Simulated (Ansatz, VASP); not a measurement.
**ZnSe: programs and potentials compared**

The starting cell:

```
Se Zn
1.0
     0.00000    2.83380    2.83380
     2.83380    0.00000    2.83380
     2.83380    2.83380    0.00000
Se Zn
1 1
Direct
  0.75000 0.75000 0.75000
  0.00000 0.00000 0.00000
```

Alike in all runs: task relaxation of cell and atoms; functional PBEsol; k mesh 8 × 8 × 8; occupations fermi-dirac, width 0.05 eV; no spin polarisation; no spin-orbit coupling.

```csv
program and potentials,plane-wave cutoff (eV),notes,equilibrium volume (Å³/atom)
"Ansatz, Ansatz PAW",420,"potentials made for PBE, which Ansatz adapts in part; 14 valence electrons an atom on average",22.34
"Ansatz, all-electron LAPW, scalar-relativistic",-,-,22.35
"VASP, PBE PAW files Se, Zn, 600 eV",600,potentials made for PBE; 9 valence electrons an atom on average,22.44
```

The equilibrium volume spans 22.34 (Ansatz, Ansatz PAW) to 22.44 Å³/atom (VASP, PBE PAW files Se, Zn, 600 eV), with all-electron results at 22.35. Relaxations stop with a little pressure left, so the last digit of a volume isn't settled.

The functional is the same throughout but for its coding, so the spread measures potentials, basis and numerics; runs on potential files found faulty are left out.
